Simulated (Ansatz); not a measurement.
# AlAs wire along [110], 42 atoms a period, H-terminated: bands under strain, part 2 of 2

Aim: is the AlAs wire along [110], 42 atoms a period, H-terminated a metal or a semiconductor?

Ansatz 0.2.0; DFT PBE, plane waves, PAW; relaxation of a wire's period; PAW set soft_1 (the session's first sound run).

So far. Step 2 (Relaxing the period): The cell's length comes to 4.140 Å with spin left out.

### Step 3. Bands of the perfect wire

This step: DFT PBE, plane waves, PAW; bands of a perfect wire; PAW set soft_1 (Ansatz 0.2.0).

At the relaxed period the bands are computed along the axis; those that cross an energy going forward count the channels that a perfect wire would open there.

The input, input.yaml:

```yaml
crystal:
  lattice:
    - [24.359, 0.0, 0.0]
    - [0.0, 25.571, 0.0]
    - [0.0, 0.0, 4.1401089262]
  atoms:
    - { symbol: As, position: [0.186820159, 0.417772844, 0.0] }
    - { symbol: H, position: [0.195150464, 0.284977629, 0.0] }
    - { symbol: Al, position: [0.239274404, 0.330674254, 0.0] }
    - { symbol: Al, position: [0.242020934, 0.5, 0.0] }
    - { symbol: As, position: [0.410762853, 0.261610399, 0.0] }
    - { symbol: As, position: [0.411527127, 0.4202056, 0.0] }
    - { symbol: H, position: [0.430943312, 0.126744301, 0.0] }
    - { symbol: Al, position: [0.469623106, 0.339779689, 0.0] }
    - { symbol: Al, position: [0.465198348, 0.179658167, 0.0] }
    - { symbol: Al, position: [0.470371018, 0.5, 0.0] }
    - { symbol: As, position: [0.641832056, 0.26768583, 0.0] }
    - { symbol: As, position: [0.645191934, 0.422423606, 0.0] }
    - { symbol: H, position: [0.676897667, 0.218365283, 0.0] }
    - { symbol: Al, position: [0.70552037, 0.344743973, 0.0] }
    - { symbol: Al, position: [0.708892625, 0.5, 0.0] }
    - { symbol: H, position: [0.865655141, 0.420301867, 0.184111783] }
    - { symbol: H, position: [0.865655141, 0.579698133, 0.184111783] }
    - { symbol: H, position: [0.145292416, 0.42227145, 0.271787818] }
    - { symbol: H, position: [0.145292416, 0.57772855, 0.271787818] }
    - { symbol: As, position: [0.295170714, 0.339838024, 0.5] }
    - { symbol: As, position: [0.295170714, 0.660161976, 0.5] }
    - { symbol: As, position: [0.2975748, 0.5, 0.5] }
    - { symbol: H, position: [0.3136342, 0.208209377, 0.5] }
    - { symbol: H, position: [0.3136342, 0.791790623, 0.5] }
    - { symbol: Al, position: [0.352798995, 0.258073508, 0.5] }
    - { symbol: Al, position: [0.354527726, 0.418154972, 0.5] }
    - { symbol: Al, position: [0.354527726, 0.581845028, 0.5] }
    - { symbol: Al, position: [0.352798995, 0.741926492, 0.5] }
    - { symbol: As, position: [0.527409556, 0.342789557, 0.5] }
    - { symbol: As, position: [0.52326568, 0.18663059, 0.5] }
    - { symbol: As, position: [0.527409556, 0.657210443, 0.5] }
    - { symbol: As, position: [0.527701523, 0.5, 0.5] }
    - { symbol: As, position: [0.52326568, 0.81336941, 0.5] }
    - { symbol: H, position: [0.561538818, 0.139526435, 0.5] }
    - { symbol: H, position: [0.561538818, 0.860473565, 0.5] }
    - { symbol: Al, position: [0.584528673, 0.263288057, 0.5] }
    - { symbol: Al, position: [0.588116233, 0.421407191, 0.5] }
    - { symbol: Al, position: [0.588116233, 0.578592809, 0.5] }
    - { symbol: Al, position: [0.584528673, 0.736711943, 0.5] }
    - { symbol: As, position: [0.761698417, 0.34874396, 0.5] }
    - { symbol: As, position: [0.761698417, 0.65125604, 0.5] }
    - { symbol: As, position: [0.764569139, 0.5, 0.5] }
    - { symbol: H, position: [0.792126245, 0.296614771, 0.5] }
    - { symbol: H, position: [0.792126245, 0.703385229, 0.5] }
    - { symbol: Al, position: [0.831054874, 0.424548928, 0.5] }
    - { symbol: Al, position: [0.831054874, 0.575451072, 0.5] }
    - { symbol: H, position: [0.145292416, 0.42227145, 0.728212182] }
    - { symbol: H, position: [0.145292416, 0.57772855, 0.728212182] }
    - { symbol: H, position: [0.865655141, 0.420301867, 0.815888217] }
    - { symbol: H, position: [0.865655141, 0.579698133, 0.815888217] }
    - { symbol: As, position: [0.186820159, 0.582227156, 0.0] }
    - { symbol: H, position: [0.195150464, 0.715022371, 0.0] }
    - { symbol: Al, position: [0.239274404, 0.669325746, 0.0] }
    - { symbol: As, position: [0.411527127, 0.5797944, 0.0] }
    - { symbol: As, position: [0.410762853, 0.738389601, 0.0] }
    - { symbol: H, position: [0.430943312, 0.873255699, 0.0] }
    - { symbol: Al, position: [0.469623106, 0.660220311, 0.0] }
    - { symbol: Al, position: [0.465198348, 0.820341833, 0.0] }
    - { symbol: As, position: [0.645191934, 0.577576394, 0.0] }
    - { symbol: As, position: [0.641832056, 0.73231417, 0.0] }
    - { symbol: H, position: [0.676897667, 0.781634717, 0.0] }
    - { symbol: Al, position: [0.70552037, 0.655256027, 0.0] }
kpoints:
  mp_grid: { grid: [1, 1, 20] }
  band_path: { path: ["Γ", Z], npoints: 90 }
scf:
  occupations: { method: fermi_dirac, width: 0.05 }
hamiltonian:
  xc: pbe
  pseudopotentials: { kind: paw, azcp: { folder: soft_1 } }
output:
  dos: { e_range: [-5, 4] }
  write_potential: true
  write_density: true
  volumetric_format: npy
```

Run with:

```sh
$ ansatz run input.yaml --threads 16 --pin off --max-ram 61440MiB --backend cuda --events-out ev --progress --plain --runs-dir out --max-vram 78GiB
```

Numbers of over 12 decimals in the logs are rounded to 6 here.

Output:

```text
[...]
Crystal: 62 atoms, lattice volume = 2578.808 Å³
Basis set: ecut = 420 eV, 50253 PW (Γ)
Bands: 261, of which v1, the nominal top of the filled ones, is band 199 counted from 1 (198 counted from 0)
Symmetry: 4 space group operations
[...]
k-points: 11 of 20
[...]
SCF iter   1: F=—  HF=-113606.150195 eV  |F-HF|=—  |Δ(HF+E_count)|=         —  Δρ=3.49e-2  dr2=3.75e1  ethr=3.10e-3  ⟨swp⟩=7.0  Hψ=12541  notcnv=0  defer=10
[...]
SCF iter   6: F=—  HF=-113595.074498 eV  |F-HF|=—  |Δ(HF+E_count)|=   1.02e-2  Δρ=4.62e-4  dr2=2.09e-2  ethr=2.87e-5  ⟨swp⟩=3.2  Hψ=3067  notcnv=0  defer=467
[...]
SCF iter  11: F=—  HF=-113595.075821 eV  |F-HF|=—  |Δ(HF+E_count)|=   3.53e-6  Δρ=3.09e-6  dr2=6.67e-7  ethr=8.58e-10  ⟨swp⟩=2.0  Hψ=3476  notcnv=0  defer=467
[...]
SCF iter  13: F=-113595.075821 eV  HF=-113595.075821 eV  |F-HF|=2.82e-9  |Δ(HF+E_count)|=   4.88e-8  Δρ=4.58e-7  dr2=1.27e-8  ethr=2.51e-11  ⟨swp⟩=15.7  Hψ=12643  notcnv=0
SCF 1 converged in 13 iterations: F = -113595.075821 eV  dr2 = 1.27e-8
[...]
NSCF: frozen V_eff on 91 k-points
[...]
SCF converged after 13 iterations
[...]
```

Run time: 24 s. Hardware: 1 × NVIDIA GB200 with 16 threads of Arm Neoverse V2, shared host; peak memory 3.9 GiB; 4.8 min of CPU time.

Numbers from this step:

```yaml
energy_at_zero_smearing: -113595.0733 eV
band_gap_on_the_path_through_both_edges: 0.2535 eV
```

The electronic bands at the labelled points (eV, zero at the Fermi level; v1 is the highest filled band, c1 the lowest empty one):

| point | v4 | v3 | v2 | v1 | c1 | c2 | c3 | c4 |
| --- | --- | --- | --- | --- | --- | --- | --- | --- |
| Γ | -1.84 | -1.79 | -0.16 | -0.15 | 0.11 | 0.38 | 0.48 | 0.64 |
| halfway | -2.16 | -1.96 | -1.38 | -1.23 | 1.00 | 1.03 | 1.17 | 1.26 |
| Z | -2.49 | -2.20 | -1.96 | -1.78 | 0.49 | 0.50 | 0.51 | 0.63 |

The gap is 0.254 eV, with spin left out.

The path shows a direct gap of 0.25 eV (valence top at Γ, conduction bottom at Γ).

### Step 4. At a strained period, period over the relaxed period 0.97, k-mesh 1×1×15

This step: DFT PBE, plane waves, PAW; relaxation at a fixed period; PAW set soft_1 (Ansatz 0.2.0).

The period is set to 0.97 times the relaxed one and the atoms relax within it: strain changes bond lengths and angles, which shifts the bands against each other. Against the first PBE run of this kind, the mesh along the wire has 15 points against 20.

The cell differs from the one that the last finished run ended in (c 4.140 → 4.016 Å).

input.yaml: that of step 3 with these lines changed.

```diff
@@ -4,3 +4,3 @@
     - [0.0, 25.571, 0.0]
-    - [0.0, 0.0, 4.1401089262]
+    - [0.0, 0.0, 4.0159056585]
   atoms:
@@ -69,3 +69,3 @@
 kpoints:
-  mp_grid: { grid: [1, 1, 20] }
+  mp_grid: { grid: [1, 1, 15] }
   band_path: { path: ["Γ", Z], npoints: 90 }
@@ -76,6 +76,6 @@
   pseudopotentials: { kind: paw, azcp: { folder: soft_1 } }
+relax:
+  max_steps: 40
+  f_tol: 0.02
 output:
-  dos: { e_range: [-5, 4] }
-  write_potential: true
-  write_density: true
-  volumetric_format: npy
+  stress: true
```

Output:

```text
Warning: output.stress: scf.convergence.dr2_threshold = 1e-7 eV (the SCF's general default) is looser than the 6.2e-9 eV advised for a printed stress (1e-10 eV for each atom of the cell: 62). What an SCF threshold leaves in a stress goes as its square root, and in the free energy as the threshold itself, and one threshold admits the most on a small cell: [figures from the program's tests cut] Every solve of this run answers to scf.convergence.dr2_threshold,  [...]
[...]
Crystal: 62 atoms, lattice volume = 2501.443 Å³
Basis set: ecut = 420 eV, 49001 PW (Γ), exchange–correlation on 360×360×54 points (8 copies of the dense FFT grid, shifted against one another)
Bands: 261, of which v1, the nominal top of the filled ones, is band 199 counted from 1 (198 counted from 0)
Symmetry: 4 space group operations
[...]
k-points: 8 of 15
[...]
SCF iter   1: F=—  HF=-113605.962890 eV  |F-HF|=—  |Δ(HF+E_count)|=         —  Δρ=3.60e-2  dr2=3.82e1  ethr=3.10e-3  ⟨swp⟩=7.0  Hψ=9223  notcnv=0  defer=12
[...]
SCF iter   2: F=—  HF=-113596.521009 eV  |F-HF|=—  |Δ(HF+E_count)|=    9.44e0  Δρ=1.65e-2  dr2=7.73e0  ethr=3.10e-3  ⟨swp⟩=3.0  Hψ=3060  notcnv=0  defer=439
[...]
SCF iter  10: F=-113594.576820 eV  HF=-113594.576819 eV  |F-HF|=9.39e-7  |Δ(HF+E_count)|=   1.88e-5  Δρ=8.64e-6  dr2=3.86e-6  ethr=2.51e-9  ⟨swp⟩=4.0  Hψ=5895  notcnv=0
SCF 1 converged in 10 iterations: F = -113594.576820 eV  dr2 = 3.86e-6
[...]
relax step   1: F+E_penalty+E_count = -113594.57682020 eV  Δ(F+E_penalty+E_count) = +0.000e0 eV  max|allowed force component| = 4.717e-1 eV/Å  Δτ_max = 0.0000 Å  (10 SCF iters, dr2 threshold 1.00e-5 eV, accepted)
[...]
SCF 2 converged in 8 iterations: F = -113594.742759 eV  dr2 = 3.01e-6
relax step   2: F+E_penalty+E_count = -113594.74275863 eV  Δ(F+E_penalty+E_count) = -1.659e-1 eV  max|allowed force component| = 1.958e-1 eV/Å  Δτ_max = 0.1030 Å  (8 SCF iters, dr2 threshold 1.39e-5 eV, accepted)
[...]
SCF 3 converged in 7 iterations: F = -113594.750318 eV  dr2 = 6.71e-7
[...]
relax step   3: F+E_penalty+E_count = -113594.75031799 eV  Δ(F+E_penalty+E_count) = -7.559e-3 eV  max|allowed force component| = 3.866e-2 eV/Å  Δτ_max = 0.0395 Å  (7 SCF iters, dr2 threshold 2.40e-6 eV, accepted)
[...]
SCF 4 converged in 7 iterations: F = -113594.751201 eV  dr2 = 3.44e-8
relax step   4: F+E_penalty+E_count = -113594.75120148 eV  Δ(F+E_penalty+E_count) = -8.835e-4 eV  max|allowed force component| = 9.951e-3 eV/Å  Δτ_max = 0.0133 Å  (7 SCF iters, accepted)
[...]
SCF converged after 7 iterations
[...]
- { symbol: As, position: [0.410901, 0.420136, 0] }
    - { symbol: H, position: [0.429450, 0.126596, 0] }
    - { symbol: Al, position: [0.468754, 0.339708, 0] }
    - { symbol: Al, position: [0.464112, 0.179266, 0] }
    - { symbol: Al, position: [0.469530, 0.5, 0] }
    - { symbol: As, position: [0.644321, 0.267556, 0] }
    - { symbol: As, position: [0.647986, 0.422477, 0] }
    - { symbol: H, position: [0.678845, 0.217929, 0] }
    - { symbol: Al, position: [0.707817, 0.344555, 0] }
    - { symbol: Al, position: [0.711622, 0.5, 0] }
    - { symbol: H, position: [0.871186, 0.419753, 0.182161] }
    - { symbol: H, position: [0.871186, 0.580247, 0.182161] }
    - { symbol: H, position: [0.140915, 0.422057, 0.278517] }
    - { symbol: H, position: [0.140915, 0.577943, 0.278517] }
    - { symbol: As, position: [0.292848, 0.339674, 0.500000] }
    - { symbol: As, position: [0.292848, 0.660326, 0.500000] }
    - { symbol: As, position: [0.295307, 0.5, 0.500000] }
    - { symbol: H, position: [0.310657, 0.208250, 0.500000] }
    - { symbol: H, position: [0.310657, 0.791750, 0.500000] }
    - { symbol: Al, position: [0.350305, 0.257766, 0.500000] }
    - { symbol: Al, position: [0.351975, 0.418029, 0.500000] }
    - { symbol: Al, position: [0.351975, 0.581971, 0.500000] }
    - { symbol: Al, position: [0.350305, 0.742234, 0.500000] }
    - { symbol: As, position: [0.528476, 0.342747, 0.500000] }
    - { symbol: As, position: [0.524081, 0.186460, 0.500000] }
    - { symbol: As, position: [0.528476, 0.657253, 0.500000] }
    - { symbol: As, position: [0.528767, 0.5, 0.500000] }
    - { symbol: As, position: [0.524081, 0.813540, 0.500000] }
    - { symbol: H, position: [0.561818, 0.139003, 0.500000] }
    - { symbol: H, position: [0.561818, 0.860997, 0.500000] }
    - { symbol: Al, position: [0.585138, 0.263089, 0.500000] }
    - { symbol: Al, position: [0.588937, 0.421404, 0.500000] }
    - { symbol: Al, position: [0.588937, 0.578596, 0.500000] }
    - { symbol: Al, position: [0.585138, 0.736911, 0.500000] }
    - { symbol: As, position: [0.765941, 0.348592, 0.500000] }
    - { symbol: As, position: [0.765941, 0.651408, 0.500000] }
    - { symbol: As, position: [0.769368, 0.5, 0.500000] }
    - { symbol: H, position: [0.795793, 0.296195, 0.500000] }
    - { symbol: H, position: [0.795793, 0.703805, 0.500000] }
    - { symbol: Al, position: [0.835119, 0.424130, 0.500000] }
    - { symbol: Al, position: [0.835119, 0.575870, 0.500000] }
    - { symbol: H, position: [0.140915, 0.422057, 0.721483] }
    - { symbol: H, position: [0.140915, 0.577943, 0.721483] }
    - { symbol: H, position: [0.871186, 0.419753, 0.817839] }
    - { symbol: H, position: [0.871186, 0.580247, 0.817839] }
    - { symbol: As, position: [0.182754, 0.582312, 0] }
    - { symbol: H, position: [0.190565, 0.714990, 0] }
    - { symbol: Al, position: [0.234926, 0.669482, 0] }
    - { symbol: As, position: [0.410901, 0.579864, 0] }
    - { symbol: As, position: [0.410194, 0.738558, 0] }
    - { symbol: H, position: [0.429450, 0.873404, 0] }
    - { symbol: Al, position: [0.468754, 0.660292, 0] }
    - { symbol: Al, position: [0.464112, 0.820734, 0] }
    - { symbol: As, position: [0.647986, 0.577523, 0] }
    - { symbol: As, position: [0.644321, 0.732444, 0] }
    - { symbol: H, position: [0.678845, 0.782071, 0] }
    - { symbol: Al, position: [0.707817, 0.655445, 0] }
```

The job ended after 35 s (1 × NVIDIA GB200 with 16 threads; peak memory 2.2 GiB; 6.6 min of CPU time).

The steps of the relaxation:

| step | energy less that of the first step (eV) | largest force component (eV/Å) |
| --- | --- | --- |
| 1 | 0.0000 | 0.4717 |
| 2 | -0.1659 | 0.1958 |
| 3 | -0.1735 | 0.0387 |
| 4 | -0.1744 | 0.0100 |

The run keeps the 4 symmetry operations that it works with, so distortions that break them were not tested.

The atoms that moved most (Å):

| atom | dx | dy | dz | length |
| --- | --- | --- | --- | --- |
| H17 | 0.135 | 0.014 | -0.008 | 0.136 |
| H50 | 0.135 | 0.014 | 0.008 | 0.136 |
| H16 | 0.135 | -0.014 | -0.008 | 0.136 |
| H49 | 0.135 | -0.014 | 0.008 | 0.136 |
| As42 | 0.117 | 0.000 | 0.000 | 0.117 |
| H2 | -0.112 | 0.001 | 0.000 | 0.112 |
| H52 | -0.112 | -0.001 | 0.000 | 0.112 |
| H48 | -0.107 | 0.005 | -0.027 | 0.110 |

This step gave:

```
energy at zero smearing                 : -113594.7446 eV
band gap on the path through both edges : 0.1981 eV
```

The electronic bands at the labelled points (eV, zero at the Fermi level; v1 is the highest filled band, c1 the lowest empty one):

| point | v4 | v3 | v2 | v1 | c1 | c2 | c3 | c4 |
| --- | --- | --- | --- | --- | --- | --- | --- | --- |
| Γ | -1.91 | -1.88 | -0.10 | -0.09 | 0.10 | 0.40 | 0.52 | 0.56 |
| halfway | -2.41 | -2.28 | -1.52 | -1.41 | 0.77 | 0.83 | 0.93 | 1.00 |
| Z | -2.76 | -2.51 | -2.23 | -2.08 | 0.16 | 0.18 | 0.23 | 0.32 |

The gap is 0.198 eV, against 0.254 eV under PBE at the relaxed period.

### Step 5. At a strained period, period over the relaxed period 1.06, k-mesh 1×1×14

The period is set to 1.06 times the relaxed one and the atoms relax within it: strain changes bond lengths and angles, which shifts the bands against each other. Against the first PBE run of this kind, the mesh along the wire has 14 points against 20.

The cell differs from the one that the last finished run ended in (c 4.016 → 4.389 Å).

input.yaml: that of step 4 with these lines changed.

```diff
@@ -4,3 +4,3 @@
     - [0.0, 25.571, 0.0]
-    - [0.0, 0.0, 4.0159056585]
+    - [0.0, 0.0, 4.3885154618]
   atoms:
@@ -69,3 +69,3 @@
 kpoints:
-  mp_grid: { grid: [1, 1, 15] }
+  mp_grid: { grid: [1, 1, 14] }
   band_path: { path: ["Γ", Z], npoints: 90 }
```

Output:

```text
[...]
Crystal: 62 atoms, lattice volume = 2733.536 Å³
Basis set: ecut = 420 eV, 53559 PW (Γ), exchange–correlation on 360×360×60 points (8 copies of the dense FFT grid, shifted against one another)
Bands: 261, of which v1, the nominal top of the filled ones, is band 199 counted from 1 (198 counted from 0)
Symmetry: 4 space group operations
[...]
k-points: 8 of 14
[...]
- { symbol: H, position: [0.204762, 0.715840, 0] }
    - { symbol: Al, position: [0.247809, 0.669233, 0] }
    - { symbol: As, position: [0.412834, 0.579729, 0] }
    - { symbol: As, position: [0.412128, 0.738150, 0] }
    - { symbol: H, position: [0.434779, 0.873501, 0] }
    - { symbol: Al, position: [0.471229, 0.660009, 0] }
    - { symbol: Al, position: [0.467390, 0.819649, 0] }
    - { symbol: As, position: [0.639500, 0.577426, 0] }
    - { symbol: As, position: [0.636430, 0.732254, 0] }
    - { symbol: H, position: [0.672495, 0.781002, 0] }
    - { symbol: Al, position: [0.699957, 0.655083, 0] }
[key lines of the parts left out:]
SCF converged after 8 iterations
```

Elapsed: 27 s, on 1 × NVIDIA GB200 with 16 threads; peak memory 2.3 GiB.

Relaxation path:

| step | energy less that of the first step (eV) | largest force component (eV/Å) |
| --- | --- | --- |
| 1 | 0.0000 | 0.6878 |
| 2 | -0.4503 | 0.3201 |
| 3 | -0.5178 | 0.0522 |
| 4 | -0.5216 | 0.0128 |

Forces are held to the 4 operations that the run works with; a distortion that breaks them can't arise in this run.

The atoms that moved most (Å):

| atom | dx | dy | dz | length |
| --- | --- | --- | --- | --- |
| H49 | -0.260 | 0.001 | -0.038 | 0.263 |
| H50 | -0.260 | -0.001 | -0.038 | 0.263 |
| H16 | -0.260 | 0.001 | 0.038 | 0.263 |
| H17 | -0.260 | -0.001 | 0.038 | 0.263 |
| H2 | 0.234 | -0.021 | 0.000 | 0.235 |
| H52 | 0.234 | 0.021 | 0.000 | 0.235 |
| H48 | 0.226 | 0.010 | 0.057 | 0.233 |
| H47 | 0.226 | -0.010 | 0.057 | 0.233 |

This step gave:

* energy at zero smearing: -113594.0216 eV
* band gap on the path through both edges: 0.2248 eV

The electronic bands at the labelled points (eV, zero at the Fermi level; v1 is the highest filled band, c1 the lowest empty one):

| point | v4 | v3 | v2 | v1 | c1 | c2 | c3 | c4 |
| --- | --- | --- | --- | --- | --- | --- | --- | --- |
| Γ | -1.20 | -1.09 | -0.17 | -0.13 | 0.10 | 0.39 | 0.46 | 0.65 |
| halfway | -1.54 | -1.28 | -1.03 | -0.78 | 1.49 | 1.50 | 1.72 | 1.77 |
| Z | -1.81 | -1.57 | -1.38 | -1.14 | 1.13 | 1.17 | 1.19 | 1.30 |

The gap is 0.225 eV, against 0.254 eV under PBE at the relaxed period.

### Step 6. Results

```yaml
cell_length_pbe: 4.140 Å
gap_pbe: 0.254 eV
gap_period_scaled_by_0p97: 0.198 eV
gap_period_scaled_by_1p06: 0.225 eV
```

**Reading.** Under PBE the cell's length is 4.14 Å, and a gap of 0.25 eV makes it a semiconductor. Strain matters: under PBE the gap goes from 0.25 eV to 0.198 eV at 0.97 times the period and 0.225 eV at 1.06 times the period. Where the gap is under about 0.35 eV, the smearing of 0.05 eV partly fills the band edges in the SCF. Plain hydrogen on a compound's surface is a simple closure: it may leave surface states, and facets that end in unlike atoms put a field across the wire, both of which shrink the gap.

[Logs are printed without paths, hosts, clocks, repeated set-up lines and the standing remarks that a program may print on its own settings, such as how far it seeks lower states.]

[Hosts, paths, dates, database ids (printed as entryN), source tags and the programs' standing remarks are cut or masked in the printed files.]
